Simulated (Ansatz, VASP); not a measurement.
## Two plane-wave programs on Mo

The input INCAR:

```
ALGO     = Fast           # electronic algorithm
EDIFF    = 1E-6           # SCF threshold, eV
EDIFFG   = -0.005         # ionic threshold
ENCUT    = 600            # plane-wave cutoff, eV
GGA      = PS             # functional
IBRION   = 2              # ionic algorithm
ISIF     = 3              # what is computed and relaxed
ISMEAR   = 0              # smearing method
LASPH    = T              # aspherical terms in the spheres
LCHARG   = F              # write CHGCAR
LREAL    = F              # projectors in reciprocal space
LWAVE    = F              # write WAVECAR
NELM     = 80             # most SCF steps
NSW      = 80             # ionic steps
PREC     = Accurate       # precision mode
SIGMA    = 0.3            # smearing width, eV
```

File KPOINTS:

```
k-points
0
Gamma
  16 16 16
```

File POSCAR:

```
Mo
1.0
   -1.5800000000      1.5800000000      1.5800000000
    1.5800000000     -1.5800000000      1.5800000000
    1.5800000000      1.5800000000     -1.5800000000
Mo
1
Direct
    0.0000000000      0.0000000000      0.0000000000
```

Input for Ansatz:

```yaml
crystal:
  lattice:
    - [-1.58, 1.58, 1.58]
    - [1.58, -1.58, 1.58]
    - [1.58, 1.58, -1.58]
  atoms:
    - { symbol: Mo, position: [0.0, 0.0, 0.0] }
scf:
  occupations: { method: gaussian, width: 0.3 }
output:
  forces: true
  stress: true
  eigenvalues: true
hamiltonian:
  xc: pbesol
kpoints:
  mp_grid: { grid: [16, 16, 16] }
relax:
  f_tol: 0.005
  max_steps: 60
  cell: { stress_tol: 0.02 }
```

Alike in both runs: task relaxation of cell and atoms; functional PBEsol; k mesh 16 × 16 × 16; occupations gaussian, width 0.3 eV; no spin polarisation.

|  | VASP | Ansatz |
| --- | --- | --- |
| version | VASP 6.6.1 | Ansatz 0.2.0 |
| potentials or method | VASP PAW PBE potentials, release 64 (Mo_sv) | scalar-relativistic, plane waves, PAW |
| plane-wave cutoff (eV) | 600 | 420 |
| valence electrons in the cell | 14 | 14 |

```tsv
	VASP	Ansatz	Ansatz less VASP
gap on the k mesh at the Fermi level, each at its own relaxed structure (eV)	none	none	-
relaxed volume (Å³/atom)	15.35	15.32	-0.025
relaxed cell length with the largest relative difference (Å)	2.712	2.710	-0.0015
energy change over the relaxation (meV/atom)	-10	-11	-1.1
```

A gap of «none» marks a metal or a gap that the smearing closes.

Caveats: the PAW data sets were made with another functional, which shifts forces and pressure a little (VASP).
